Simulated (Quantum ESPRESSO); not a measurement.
# GaSb (F-43m) in Quantum ESPRESSO: further runs

Aim: see how the results for GaSb move with the level of theory and the settings. Levels: RPBE, PBE, PBEsol, AM05. Tasks: phonons.

Everything below comes from runs of Quantum ESPRESSO 7.5. Logs are shortened: lines on timing, memory, paths and dates and some standing lists are left out, and cuts for length are marked.

**The experiment to reproduce.**

A printed reference work, data compilation reports, for a bulk crystal of GaSb at 4.2 K: band gap 0.811 eV (direct).

The results are compared with them further down.

## Step 1: The crystal as given

It takes space group F-43m (No. 216, cubic). The conventional cell has a = 6.118 Å, b = 6.118 Å, c = 6.118 Å, α = 90.00°, β = 90.00°, γ = 90.00°. Sb (site symmetry -43m) has 4 Ga at 2.65 Å as nearest neighbours. Ga (site symmetry -43m) has 4 Sb at 2.65 Å as nearest neighbours.

## Step 2: Phonons, RPBE

Contents of pw.in:

```
&CONTROL
  calculation = 'scf'
  prefix = 'pwscf'
  outdir = './tmp'
  pseudo_dir = './pseudo'
  tprnfor = .true.
  tstress = .true.
  disk_io = 'low'
/
&SYSTEM
  ibrav = 0
  nat = 2
  ntyp = 2
  ecutwfc = 80
  nbnd = 21
  input_dft = 'rpbe'
  occupations = 'smearing'
  smearing = 'mp'
  degauss = 0.01999163
/
&ELECTRONS
  conv_thr = 4d-10
  electron_maxstep = 120
  mixing_beta = 0.5
/
ATOMIC_SPECIES
Sb   121.7600 Sb.upf
Ga    69.7230 Ga.upf
CELL_PARAMETERS angstrom
   0.0000000000    3.0590000000    3.0590000000
   3.0590000000    0.0000000000    3.0590000000
   3.0590000000    3.0590000000    0.0000000000
ATOMIC_POSITIONS crystal
Sb     0.7500000000    0.7500000000    0.7500000000
Ga     0.0000000000    0.0000000000    0.0000000000
K_POINTS automatic
8 8 8 0 0 0
```

Contents of relax.in:

```
&CONTROL
  calculation = 'vc-relax'
  prefix = 'pwscf'
  outdir = './tmp'
  pseudo_dir = './pseudo'
  tprnfor = .true.
  tstress = .true.
  disk_io = 'low'
  nstep = 40
  forc_conv_thr = 0.0001
  etot_conv_thr = 1d-06
/
&SYSTEM
  ibrav = 0
  nat = 2
  ntyp = 2
  ecutwfc = 80
  nbnd = 21
  input_dft = 'rpbe'
  occupations = 'smearing'
  smearing = 'mp'
  degauss = 0.01999163
/
&ELECTRONS
  conv_thr = 4d-10
  electron_maxstep = 120
  mixing_beta = 0.5
/
&IONS
  ion_dynamics = 'bfgs'
/
&CELL
  cell_dynamics = 'bfgs'
  press = 0
  press_conv_thr = 0.2
/
ATOMIC_SPECIES
Sb   121.7600 Sb.upf
Ga    69.7230 Ga.upf
CELL_PARAMETERS angstrom
   0.0000000000    3.0590000000    3.0590000000
   3.0590000000    0.0000000000    3.0590000000
   3.0590000000    3.0590000000    0.0000000000
ATOMIC_POSITIONS crystal
Sb     0.7500000000    0.7500000000    0.7500000000
Ga     0.0000000000    0.0000000000    0.0000000000
K_POINTS automatic
8 8 8 0 0 0
```

Contents of scf2.in:

```
&CONTROL
  calculation = 'scf'
  prefix = 'pwscf'
  outdir = './tmp'
  pseudo_dir = './pseudo'
  tprnfor = .true.
  tstress = .true.
  disk_io = 'low'
/
&SYSTEM
  ibrav = 0
  nat = 2
  ntyp = 2
  ecutwfc = 80
  nbnd = 21
  input_dft = 'rpbe'
  occupations = 'smearing'
  smearing = 'mp'
  degauss = 0.01999163
/
&ELECTRONS
  conv_thr = 1d-13
  electron_maxstep = 120
  mixing_beta = 0.5
  startingpot = 'file'
  startingwfc = 'file'
/
ATOMIC_SPECIES
Sb   121.7600 Sb.upf
Ga    69.7230 Ga.upf
CELL_PARAMETERS angstrom
   0.0000000000    3.1371027791    3.1371027791
   3.1371027791    0.0000000000    3.1371027791
   3.1371027791    3.1371027791    0.0000000000
ATOMIC_POSITIONS crystal
Sb     0.7500000000    0.7500000000    0.7500000000
Ga     0.0000000000    0.0000000000    0.0000000000
K_POINTS automatic
8 8 8 0 0 0
```

Contents of ph.in:

```
phonons of GaSb
&INPUTPH
  prefix = 'pwscf'
  outdir = './tmp'
  tr2_ph = 1d-16
  fildyn = 'dyn'
  niter_ph = 60
  alpha_mix(1) = 0.4
/
0.0000000000 0.0000000000 0.0000000000
```

Contents of dynmat.in:

```
&INPUT
  fildyn = 'dyn'
  asr = 'crystal'
  filout = 'dynmat.disp'
  fileig = 'dynmat.eig'
/
```

Potentials or basis: PseudoDojo 0.4.1 SR PBE standard.

Run with:

```bash
$ OMP_NUM_THREADS=1 pw.x -in pw.in > pw.out
$ OMP_NUM_THREADS=1 pw.x -in relax.in > relax.out
$ OMP_NUM_THREADS=1 pw.x -in scf2.in > scf2.out
$ OMP_NUM_THREADS=1 ph.x -in ph.in > ph.out
$ OMP_NUM_THREADS=1 dynmat.x -in dynmat.in > dynmat.out
```

pw.out:

```text
This program is part of the open-source Quantum ESPRESSO suite
     for quantum simulation of materials; please cite
         "P. Giannozzi et al., J. Phys.:Condens. Matter 21 395502 (2009);
         "P. Giannozzi et al., J. Phys.:Condens. Matter 29 465901 (2017);
         "P. Giannozzi et al., J. Chem. Phys. 152 154105 (2020);
     in publications or presentations arising from this work. More details at

     IMPORTANT: XC functional enforced from input :
     Exchange-correlation= RPBE
                           (   1   4  44   4   0   0   0)
     Any further DFT definition will be discarded
     Please, verify this is what you really want

     Message from routine setup:
     using ibrav=0 with symmetry is DISCOURAGED, use correct ibrav instead

     G-vector sticks info
     --------------------
     sticks:   dense  smooth     PW     G-vecs:    dense   smooth      PW
     Sum        1483    1483    433                37461    37461    5817

     Using Slab Decomposition

     bravais-lattice index     =            0
     lattice parameter (alat)  =       8.1751  a.u.
     unit-cell volume          =     386.3359 (a.u.)^3
     number of atoms/cell      =            2
     number of atomic types    =            2
     number of electrons       =        28.00
     number of Kohn-Sham states=           21
     kinetic-energy cutoff     =      80.0000  Ry
     charge density cutoff     =     320.0000  Ry
     scf convergence threshold =      4.0E-10
     mixing beta               =       0.5000
     number of iterations used =            8  plain     mixing
     Exchange-correlation= RPBE
                           (   1   4  44   4   0   0   0)

     celldm(1)=   8.175105  celldm(2)=   0.000000  celldm(3)=   0.000000
     celldm(4)=   0.000000  celldm(5)=   0.000000  celldm(6)=   0.000000

     crystal axes: (cart. coord. in units of alat)
               a(1) = (   0.000000   0.707107   0.707107 )
               a(2) = (   0.707107   0.000000   0.707107 )
               a(3) = (   0.707107   0.707107   0.000000 )

     reciprocal axes: (cart. coord. in units 2 pi/alat)
               b(1) = ( -0.707107  0.707107  0.707107 )
               b(2) = (  0.707107 -0.707107  0.707107 )
               b(3) = (  0.707107  0.707107 -0.707107 )

     PseudoPot. # 1 for Sb read from file:
     Sb.upf
     Pseudo is Norm-conserving + core correction, Zval = 15.0
     Generated using ONCVPSP code by D. R. Hamann
     Using radial grid of 1434 points,  6 beta functions with:
                l(1) =   0
                l(2) =   0
                l(3) =   1
                l(4) =   1
                l(5) =   2
                l(6) =   2

     PseudoPot. # 2 for Ga read from file:
     Ga.upf
     Pseudo is Norm-conserving + core correction, Zval = 13.0
     Generated using ONCVPSP code by D. R. Hamann
     Using radial grid of 1902 points,  6 beta functions with:
                l(1) =   0
                l(2) =   0
                l(3) =   1
                l(4) =   1
                l(5) =   2
                l(6) =   2

     atomic species   valence    mass     pseudopotential
     Sb               15.00   121.76000     Sb( 1.00)
     Ga               13.00    69.72300     Ga( 1.00)

     24 Sym. Ops. (no inversion) found

   Cartesian axes

     site n.     atom                  positions (alat units)
         1        Sb     tau(   1) = (   1.0606602   1.0606602   1.0606602  )
         2        Ga     tau(   2) = (   0.0000000   0.0000000   0.0000000  )

     number of k points=    29  Methfessel-Paxton smearing, width (Ry)=  0.0200
                       cart. coord. in units 2pi/alat
        k(    1) = (   0.0000000   0.0000000   0.0000000), wk =   0.0039062
        k(    2) = (   0.0883883   0.0883883  -0.0883883), wk =   0.0312500
        k(    3) = (   0.1767767   0.1767767  -0.1767767), wk =   0.0312500
        k(    4) = (   0.2651650   0.2651650  -0.2651650), wk =   0.0312500
        k(    5) = (  -0.3535534  -0.3535534   0.3535534), wk =   0.0156250
        k(    6) = (   0.1767767   0.0000000   0.0000000), wk =   0.0234375
[... 21 lines left out ...]
        k(   28) = (  -0.7071068   0.1767767  -0.0000000), wk =   0.0468750
        k(   29) = (  -0.7071068   0.3535534   0.0000000), wk =   0.0234375

     Dense  grid:    37461 G-vectors     FFT dimensions: (  48,  48,  48)

     Initial potential from superposition of free atoms

     starting charge      27.9968, renormalised to      28.0000
     Starting wfcs are   18 randomized atomic wfcs +    3 random wfcs

     Self-consistent Calculation

     iteration #  1     ecut=    80.00 Ry     beta= 0.50
     Davidson diagonalization with overlap
     ethr =  1.00E-02,  avg # of iterations =  5.8

     Threshold (ethr) on eigenvalues was too large:
     Diagonalizing with lowered threshold

     Davidson diagonalization with overlap
     ethr =  8.92E-05,  avg # of iterations =  4.2

     total energy              =    -335.09521975 Ry
     estimated scf accuracy    <       0.02584939 Ry

     iteration #  2     ecut=    80.00 Ry     beta= 0.50
     Davidson diagonalization with overlap
     ethr =  9.23E-05,  avg # of iterations =  1.0
[... 4 lines left out ...]
     iteration #  3     ecut=    80.00 Ry     beta= 0.50
     Davidson diagonalization with overlap
     ethr =  1.87E-05,  avg # of iterations =  1.8

     total energy              =    -335.09708142 Ry
     estimated scf accuracy    <       0.00027791 Ry

     iteration #  4     ecut=    80.00 Ry     beta= 0.50
     Davidson diagonalization with overlap
     c_bands:  1 eigenvalues not converged
     ethr =  9.93E-07,  avg # of iterations =  6.9

     total energy              =    -335.09713402 Ry
     estimated scf accuracy    <       0.00001673 Ry

     iteration #  5     ecut=    80.00 Ry     beta= 0.50
     Davidson diagonalization with overlap
     ethr =  5.97E-08,  avg # of iterations =  2.5

     total energy              =    -335.09713991 Ry
     estimated scf accuracy    <       0.00000067 Ry
[... 19 lines left out ...]
     total energy              =    -335.09714056 Ry
     estimated scf accuracy    <          5.0E-10 Ry

     iteration #  9     ecut=    80.00 Ry     beta= 0.50
     Davidson diagonalization with overlap
     ethr =  1.79E-12,  avg # of iterations =  2.3

     End of self-consistent calculation

          k = 0.0000 0.0000 0.0000 (  4645 PWs)   bands (ev):

   -20.4095 -20.4095 -20.4095 -20.3916 -20.3916  -6.6326  -6.6326  -6.6326
    -6.5849  -6.5849  -2.9954   8.4371   8.4371   8.4371   8.6294  11.2527
    11.2527  11.2527  14.5129  17.1451  17.1451

          k = 0.0884 0.0884-0.0884 (  4684 PWs)   bands (ev):

   -20.4094 -20.4091 -20.4091 -20.3916 -20.3916  -6.6366  -6.6307  -6.6307
    -6.5851  -6.5851  -2.8359   6.4877   8.1864   8.1864   9.5692  11.5988
    11.5988  11.9395  15.3114  16.3464  16.3464
[... 13 lines left out ...]
          k =-0.3536-0.3536 0.3536 (  4664 PWs)   bands (ev):

   -20.4089 -20.4069 -20.4069 -20.3907 -20.3907  -6.6593  -6.6216  -6.6216
    -6.5848  -6.5848  -1.3786   2.1328   7.2903   7.2903   8.9552  12.2271
    12.2271  15.1271  17.9895  18.5154  18.5154

          k = 0.1768 0.0000 0.0000 (  4673 PWs)   bands (ev):

   -20.4099 -20.4087 -20.4087 -20.3919 -20.3912  -6.6399  -6.6289  -6.6289
    -6.5862  -6.5845  -2.7821   6.4426   7.7645   7.7645  10.2085  10.9930
    12.2064  12.2064  15.3134  15.5878  17.3576

          k = 0.2652 0.0884-0.0884 (  4676 PWs)   bands (ev):

   -20.4100 -20.4078 -20.4076 -20.3920 -20.3908  -6.6479  -6.6254  -6.6246
    -6.5875  -6.5842  -2.4228   4.9117   7.2522   7.2927  10.3290  11.2604
    12.9122  13.1527  15.2573  16.6967  17.1475
[... 19 lines left out ...]
          k =-0.0884-0.2652 0.2652 (  4679 PWs)   bands (ev):

   -20.4090 -20.4076 -20.4074 -20.3915 -20.3908  -6.6524  -6.6243  -6.6224
    -6.5866  -6.5850  -2.0495   3.7929   6.3864   7.6976  10.1464  12.2329
    12.4027  13.8604  15.5295  16.6270  17.9232

          k = 0.0000-0.1768 0.1768 (  4683 PWs)   bands (ev):

   -20.4094 -20.4086 -20.4081 -20.3917 -20.3912  -6.6431  -6.6287  -6.6265
    -6.5861  -6.5849  -2.5766   5.3796   7.0773   8.1400  10.1456  11.6993
    11.8331  13.0521  15.4902  16.2466  16.4251

          k = 0.3536 0.0000 0.0000 (  4664 PWs)   bands (ev):

   -20.4110 -20.4066 -20.4066 -20.3925 -20.3901  -6.6561  -6.6200  -6.6200
    -6.5903  -6.5834  -2.1635   4.4414   6.7843   6.7843   9.7820  11.2537
    14.0003  14.0003  15.0428  17.7625  17.9973

          k = 0.4419 0.0884-0.0884 (  4669 PWs)   bands (ev):

   -20.4110 -20.4057 -20.4056 -20.3925 -20.3897  -6.6635  -6.6164  -6.6157
    -6.5917  -6.5831  -1.6512   3.3198   6.1150   6.4780   9.9894  11.2377
    13.9417  14.5467  16.9556  18.5179  18.5846
[... 7 lines left out ...]
          k =-0.0884-0.4419 0.4419 (  4659 PWs)   bands (ev):

   -20.4088 -20.4065 -20.4055 -20.3914 -20.3903  -6.6654  -6.6167  -6.6154
    -6.5882  -6.5855  -0.9868   2.2085   5.0230   6.7317  10.2858  13.1813
    13.8415  14.8191  15.7317  16.7346  19.0672

          k = 0.0000-0.3536 0.3536 (  4672 PWs)   bands (ev):

   -20.4084 -20.4072 -20.4065 -20.3911 -20.3909  -6.6599  -6.6196  -6.6189
    -6.5868  -6.5860  -1.4976   2.9728   5.2742   7.2193  10.5176  13.0828
    13.2363  13.6268  15.5971  17.1967  19.2569

          k = 0.5303-0.0000 0.0000 (  4672 PWs)   bands (ev):

   -20.4120 -20.4045 -20.4045 -20.3931 -20.3890  -6.6709  -6.6108  -6.6108
    -6.5951  -6.5824  -1.2378   2.6653   6.1124   6.1124   9.4223  10.3385
    15.9409  15.9409  16.9168  19.0697  19.8192

          k =-0.0884-0.6187 0.6187 (  4677 PWs)   bands (ev):

   -20.4117 -20.4043 -20.4041 -20.3930 -20.3889  -6.6737  -6.6099  -6.6089
    -6.5950  -6.5826  -0.7536   1.9918   5.5024   6.0335   9.7053  10.6268
    15.7793  16.1533  18.1400  19.1751  19.4410

          k = 0.0000-0.5303 0.5303 (  4660 PWs)   bands (ev):

   -20.4103 -20.4051 -20.4045 -20.3923 -20.3895  -6.6711  -6.6128  -6.6106
    -6.5920  -6.5841  -0.6244   1.8776   4.8616   6.2595   9.9382  12.3980
    15.1610  15.3168  16.1178  17.4229  20.0691

          k =-0.7071 0.0000 0.0000 (  4720 PWs)   bands (ev):

   -20.4125 -20.4036 -20.4036 -20.3933 -20.3886  -6.6766  -6.6070  -6.6070
    -6.5972  -6.5819  -0.5593   1.6978   5.8788   5.8788   9.4378   9.7920
    17.2310  17.2310  18.6717  19.4603  20.0833

          k = 0.3536 0.1768 0.0000 (  4687 PWs)   bands (ev):

   -20.4100 -20.4069 -20.4067 -20.3920 -20.3903  -6.6560  -6.6215  -6.6200
    -6.5889  -6.5840  -1.9862   3.9016   6.1306   7.1427  10.7277  11.4222
    13.0050  13.7577  15.8806  17.7071  17.9295

          k =-0.2652-0.4419 0.6187 (  4669 PWs)   bands (ev):

   -20.4093 -20.4068 -20.4057 -20.3917 -20.3902  -6.6624  -6.6187  -6.6168
    -6.5887  -6.5845  -1.3846   2.7427   5.5391   6.7416  10.8629  11.9421
    13.1787  14.3048  16.9479  17.3990  18.8315
[... 13 lines left out ...]
          k =-0.0884-0.4419 0.6187 (  4659 PWs)   bands (ev):

   -20.4097 -20.4063 -20.4041 -20.3922 -20.3897  -6.6698  -6.6144  -6.6110
    -6.5910  -6.5846  -0.7053   1.9908   5.0234   5.9187  10.8546  12.4800
    13.4152  15.0678  16.7273  19.0373  19.5350

          k = 0.0000-0.3536 0.5303 (  4667 PWs)   bands (ev):

   -20.4087 -20.4072 -20.4046 -20.3917 -20.3901  -6.6672  -6.6162  -6.6128
    -6.5892  -6.5855  -0.8649   2.1857   4.8997   6.2229  11.1262  12.8604
    13.1846  14.8265  16.1513  17.3195  20.0671

          k =-0.7071 0.1768-0.0000 (  4668 PWs)   bands (ev):

   -20.4112 -20.4049 -20.4036 -20.3928 -20.3891  -6.6738  -6.6105  -6.6086
    -6.5941  -6.5832  -0.5381   1.7618   5.4596   5.5839  10.4456  10.7330
    15.4901  15.5543  18.4651  18.7954  19.9289

          k =-0.7071 0.3536 0.0000 (  4648 PWs)   bands (ev):

   -20.4088 -20.4072 -20.4036 -20.3921 -20.3897  -6.6705  -6.6143  -6.6098
    -6.5904  -6.5855  -0.5164   1.8320   5.1186   5.3415  12.1892  12.8507
    12.9354  13.2938  18.4864  18.7474  19.9755

     the Fermi energy is     8.4941 ev

!    total energy              =    -335.09714056 Ry
     estimated scf accuracy    <          4.8E-11 Ry
     smearing contrib. (-TS)   =       0.00012507 Ry
     internal energy E=F+TS    =    -335.09726563 Ry

     The total energy is F=E-TS. E is the sum of the following terms:
     one-electron contribution =    -165.29457711 Ry
     hartree contribution      =     101.14634717 Ry
     xc contribution           =     -87.64935992 Ry
     ewald contribution        =    -183.29967577 Ry

     convergence has been achieved in   9 iterations

     Forces acting on atoms (cartesian axes, Ry/au):

     atom    1 type  1   force =    -0.00000000    0.00000000   -0.00000000
     atom    2 type  2   force =    -0.00000000    0.00000000    0.00000000

     Total force =     0.000000     Total SCF correction =     0.000000

     Computing stress (Cartesian axis) and pressure

          total   stress  (Ry/bohr**3)                   (kbar)     P=       40.14
   0.00027284  -0.00000000  -0.00000000           40.14       -0.00       -0.00
  -0.00000000   0.00027284  -0.00000000           -0.00       40.14       -0.00
  -0.00000000  -0.00000000   0.00027284           -0.00       -0.00       40.14

=------------------------------------------------------------------------------=
   JOB DONE.
=------------------------------------------------------------------------------=
```

It took 18 min on 1 thread of Arm Neoverse V2, shared host; peak memory 0.12 GiB.

Results:

```
Free energy                            : -4559.2875 eV
Relaxed volume                         : 30.87 Å³/atom
Relaxed cell                           : a = 4.437 Å, b = 4.437 Å, c = 4.437 Å, α = 60.00°, β = 60.00°, γ = 60.00°
Space group after relaxing (to 0.05 Å) : F-43m (No. 216)
Pressure after relaxing                : 0.3 GPa
Band gap on the k mesh                 : none (metal or under the smearing width)
Highest phonon frequency at Γ          : 202 cm⁻¹
```

Step by step:
```tsv
step	energy change (eV)	largest force (eV/Å)	pressure (GPa)	volume (Å³)
1	0.0000	0.0000	4.01	57.25
2	-0.0251	0.0000	2.83	58.43
3	-0.0435	0.0000	1.64	59.74
4	-0.0535	0.0000	0.07	61.66
5	-0.0536	0.0000	0.00	61.75
6	-0.0536	0.0000	0.00	61.75
```

Final structure:
```
Sb Ga
1.0
     0.00000    3.13710    3.13710
     3.13710    0.00000    3.13710
     3.13710    3.13710    0.00000
Sb Ga
1 1
Cartesian
  4.7057 4.7057 4.7057
  0.0000 0.0000 0.0000
```

Phonon frequencies in cm⁻¹ (negative: imaginary):
```
              q point           frequencies
(0.000, 0.000, 0.000)  -5 -5 -5 202 202 202
```

Optical modes at Γ, degenerate ones joined:
| cm⁻¹ | components | symmetry | active in |
| --- | --- | --- | --- |
| 202 | 3 | T2 | IR and Raman |

Caveat: the potentials were made for another functional, which shifts forces and pressure; this crystal is a semiconductor, whose small gap the functional closes, so the metal is an error of the method. Spin-orbit coupling is left out, which matters for the levels of Sb.

(Part 1 of 3 ends here.)
